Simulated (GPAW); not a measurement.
Crystal: Ti.

```xyz
2
Lattice="2.9500 0.0000 0.0000 -1.4750 2.5548 0.0000 0.0000 0.0000 4.6800" Properties=species:S:1:pos:R:3 pbc="T T T"
Ti    1.4750    0.8516    3.5100
Ti    0.0000    1.7032    1.1700
```

- Program: GPAW 26.7.0
- Task: relaxation of cell and atoms
- Functional: PBE
- Dispersion: D3(BJ)
- Potentials or basis: GPAW PAW data sets (gpaw-data 1.2.1)
- Cutoff: 600 eV
- Basis: pw
- k mesh: 10 × 10 × 6
- Occupations: fermi-dirac, width 0.05 eV
- Spin: no spin polarisation

At the start: pressure -7.6 GPa; volume 17.64 Å³/atom.

Task: Where does the relaxation end?

Result: Over 6 steps the energy falls by 23.3 meV/atom and the volume is 16.44 Å³/atom (-6.8 %); space group P6_3/mmc (No. 194, to 0.05 Å).

The path:
```csv
step,energy change (eV),largest force (eV/Å),pressure (GPa),volume (Å³)
1,0.0000,0.0000,-7.62,35.27
2,-0.0229,0.0000,-5.85,34.64
3,-0.0459,0.0000,0.35,32.78
4,-0.0464,0.0000,-0.01,32.87
5,-0.0465,0.0000,-0.02,32.88
6,-0.0466,0.0000,-0.02,32.88
```

Final structure:
```
Ti
1.0
     2.88703    0.00000    0.00000
    -1.44351    2.50024    0.00000
     0.00000    0.00000    4.55476
Ti
2
Cartesian
  1.4435 0.8334 3.4161
  0.0000 1.6668 1.1387
```

Caveat: later steps reuse the first step's grids; pairwise dispersion overbinds metals, which lowers pressure and volume.
